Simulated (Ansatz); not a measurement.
Consider the formal exchange of groups at a C–C bond: `CCOB(Cl)Cl` + `FC(F)F` → `FC(F)(F)COB(Cl)Cl` + CH₄.

Computed with Ansatz on PBE0-D4/def2-TZVP structures; ΔE is electronic, products minus reactants. CBS: MP2 limit from def2 TZ/QZ plus the TZ coupled-cluster correction, frozen cores. This one scheme is used for every species. DFT in def2-TZVPP. One conformer a species, not always the lowest.

Q: Is it downhill or uphill in electronic energy at CCSD(T)/CBS, and by how much? (Estimate.)

A: The calculation gave: Downhill: ΔE = -8.6 kJ/mol.

Q: What do these levels give: revPBE-D4, CAM-B3LYP-D4, PBE-QIDH, MP2/def2-SVP, MP2/def2-TZVPP, CCSD/CBS(def2)? (Estimate.)

A: The calculation gave: revPBE-D4 -8.5, CAM-B3LYP-D4 -11.5, PBE-QIDH -7.5, MP2/def2-SVP -13.2, MP2/def2-TZVPP -6.1, CCSD/CBS(def2) -7.7 kJ/mol.

Largest T1 diagnostic among the species: 0.012.

At CCSD(T), def2-SVP lies −6.9 kJ/mol from the extrapolated value and def2-TZVPP −0.4 kJ/mol. Leaving LDA and LC-ωPBE aside and taking each functional with its dispersion term where it has one, the values, not all of them listed here, spread over 9.6 kJ/mol, from B97M-V to B2PLYP. LDA lies −7.9 kJ/mol from PBE without D4.
